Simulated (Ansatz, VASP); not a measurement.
# One calculation of CdTe, two programs

Contents of INCAR:

```
ALGO = Normal ; EDIFF = 1E-6
ENCUT = 520 ; GGA = PS
ISIF = 2 ; ISMEAR = 0
LASPH = T ; LCHARG = F
LREAL = F ; LWAVE = F
NBANDS = 16 ; NELM = 80
PREC = Accurate ; SIGMA = 0.05
```

Contents of KPOINTS:

```
k-points
0
Gamma
  8 8 8
```

Contents of POSCAR:

```
CdTe
1.0
    0.0000000000      3.0824379506      3.2446715270
    3.2446715270      0.0000000000      3.2446715270
    3.2446715270      3.0824379506      0.0000000000
Cd Te
1 1
Direct
    0.0000000000      0.0000000000      0.0000000000
    0.7500000000      0.7500000000      0.7500000000
```

Input for Ansatz:

```yaml
crystal:
  lattice:
    - [0.0, 3.0824379506, 3.244671527]
    - [3.244671527, 0.0, 3.244671527]
    - [3.244671527, 3.0824379506, 0.0]
  atoms:
    - { symbol: Cd, position: [0.0, 0.0, 0.0] }
    - { symbol: Te, position: [0.75, 0.75, 0.75] }
basis:
  ecutwfc: 420
kpoints:
  mp_grid: { grid: [8, 8, 8] }
hamiltonian:
  xc: pbesol
scf:
  occupations: { method: gaussian, width: 0.05 }
output:
  forces: true
  stress: true
  eigenvalues: true
```

Change from the starting cell: strain -0.0500 x Voigt [0, 1, 0, 0, 0, 0], atoms carried along.

Alike in both runs: task single point; functional PBEsol; k mesh 8 × 8 × 8; occupations gaussian, width 0.05 eV; no spin polarisation.

|  | VASP | Ansatz |
| --- | --- | --- |
| version | VASP 6.6.1 | Ansatz 0.2.0 |
| potentials or method | VASP PAW PBE potentials, release 64 (Cd, Te) | scalar-relativistic, plane waves, PAW |
| plane-wave cutoff (eV) | 520 | 420 |
| valence electrons in the cell | 18 | 36 |

|  | VASP | Ansatz | Ansatz less VASP |
| --- | --- | --- | --- |
| gap on the k mesh at the Fermi level (eV) | 0.69 | 0.69 | -0.005 |
| least direct gap on the mesh (eV) | 0.69 | 0.69 | -0.005 |
| pressure (GPa) | 2.5 | 2.3 | -0.20 |
| largest component of the traceless stress (GPa) | 0.45 | 0.45 | +0.005 |

The functional is the same, so the differences come from potentials, cutoffs and numerics. The two sets of potentials don't hold the same shells in valence.

Caveats: the PAW data sets were made with another functional, which shifts forces and pressure a little (VASP); spin-orbit coupling is left out, which moves the levels of the heavy elements.
